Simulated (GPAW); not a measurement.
Zr:

```xyz
2
Lattice="3.2320 0.0000 0.0000 -1.6160 2.7990 0.0000 0.0000 0.0000 5.1470" Properties=species:S:1:pos:R:3 pbc="T T T"
Zr    1.6160    0.9330    3.8603
Zr    0.0000    1.8660    1.2868
```

Program: GPAW 26.7.0. Alike in all runs: no spin polarisation; cell as given; cutoff (eV) 600.

Q: Order these runs on this cell by their pressure, lowest first.
A. level PBEsol; potentials or basis PAW data sets generated in the run's folder for this functional, pw; k mesh 9 × 9 × 5; smearing fermi-dirac 0.05 eV; band path GMKGALHA,LM,KH; band points 80
B. level PBE; potentials or basis GPAW PAW data sets (gpaw-data 1.2.1), pw; k mesh 9 × 9 × 5; smearing gaussian 0.027 eV
C. level RPBE; potentials or basis the program's PAW data sets (release 1.2.1) made for this functional, pw; k mesh 9 × 9 × 5; smearing fermi-dirac 0.05 eV; band path GMKGALHA,LM,KH; band points 80
D. level LDA; potentials or basis PAW data sets generated in the run's folder for this functional, pw; k mesh 7 × 7 × 4; smearing fermi-dirac 0.05 eV; band path GMKGALHA,LM,KH; band points 100

A: D (-6.4 GPa), A (-3.6 GPa), B (0.2 GPa), C (2.4 GPa).

Not every run made on this cell is shown here.
